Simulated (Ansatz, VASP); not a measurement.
# KCl: VASP beside Ansatz

INCAR

```
PREC = Accurate ; ENCUT = 520
EDIFF = 1E-6 ; ISMEAR = 0
SIGMA = 0.05 ; LREAL = False
LASPH = True ; NELM = 60
ALGO = Normal ; ISIF = 2
LWAVE = False ; LCHARG = False
GGA = PS ; NBANDS = 15
```

KPOINTS

```
regular mesh
0
Gamma
  6 6 6
```

Contents of POSCAR:

```
KCl
1.0
    0.0000000000      3.0298560000      2.9036120000
    3.0298560000      0.0000000000      2.9036120000
    3.0298560000      3.0298560000      0.0000000000
K Cl
1 1
Direct
    0.0000000000      0.0000000000      0.0000000000
    0.5000000000      0.5000000000      0.5000000000
```

Input for Ansatz:

```yaml
crystal:
  lattice:
    - [0.0, 3.029856, 2.903612]
    - [3.029856, 0.0, 2.903612]
    - [3.029856, 3.029856, 0.0]
  atoms:
    - { symbol: K, position: [0.0, 0.0, 0.0] }
    - { symbol: Cl, position: [0.5, 0.5, 0.5] }
basis:
  ecutwfc: 420
kpoints:
  mp_grid: { grid: [6, 6, 6] }
hamiltonian:
  xc: pbesol
scf:
  occupations: { method: gaussian, width: 0.05 }
output:
  forces: true
  stress: true
  eigenvalues: true
```

Change from the starting cell: strain -0.040 along x and y, -0.080 along z, atoms carried along.

Alike in both runs: task single point; functional PBEsol; k mesh 6 × 6 × 6; occupations gaussian, width 0.05 eV; no spin polarisation.

```csv
,VASP,Ansatz
version,VASP 6.6.1,Ansatz 0.2.0
potentials or method,"VASP PAW PBE potentials, release 64 (K_sv, Cl)","scalar-relativistic, plane waves, PAW"
plane-wave cutoff (eV),520,420
valence electrons in the cell,16,16
```

VASP gave:

```
gap on the k mesh at the Fermi level (eV)       : 5.50
least direct gap on the mesh (eV)               : 5.50
pressure (GPa)                                  : 3.7
largest component of the traceless stress (GPa) : 2.28
```

**Question.** What did Ansatz give for the same quantities?

**Answer.** gap on the k mesh at the Fermi level (eV): 5.50; least direct gap on the mesh (eV): 5.50; pressure (GPa): 3.6; largest component of the traceless stress (GPa): 2.23.

Caveats: the PAW data sets were made with another functional, which shifts forces and pressure a little (VASP).
